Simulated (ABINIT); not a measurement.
The system is C.

```
C
1.0
     0.00000    1.78337    1.78337
     1.78337    0.00000    1.78337
     1.78337    1.78337    0.00000
C
2
Direct
  0.75000 0.75000 0.75000
  0.50000 0.50000 0.50000
```

This isn't the form of C at room conditions, which is graphite.

Base run:

| Item | Value |
| --- | --- |
| Program | ABINIT 10.8.3 (patched build) |
| Functional | r2SCAN |
| Potentials or basis | SG15 NC PBE v1.2 |
| Cutoff | 1306 eV |
| k mesh | 13 × 13 × 13 |
| Occupations | fermi-dirac, width 0.05 eV |
| Spin | no spin polarisation |

Its results: band gap on the k mesh 4.27 eV, indirect (least direct gap 5.85 eV); pressure -2.5 GPa.

The run is repeated on the same cell with these changes: potentials or basis from SG15 NC PBE v1.2 to Ansatz PAW PBE default generated set, frozen core; cutoff from 1306 eV to 490 eV. What comes out?

Band gap on the k mesh 4.37 eV, indirect (least direct gap 5.88 eV); pressure -2.8 GPa.

Caveats: an odd mesh through Γ misses points on the zone boundary, where band edges often lie; the potentials were made for another functional, which shifts forces and pressure (some runs); the atomic spheres overlap (some runs); the PAW data sets were made with another functional, which shifts forces and pressure a little (some runs).
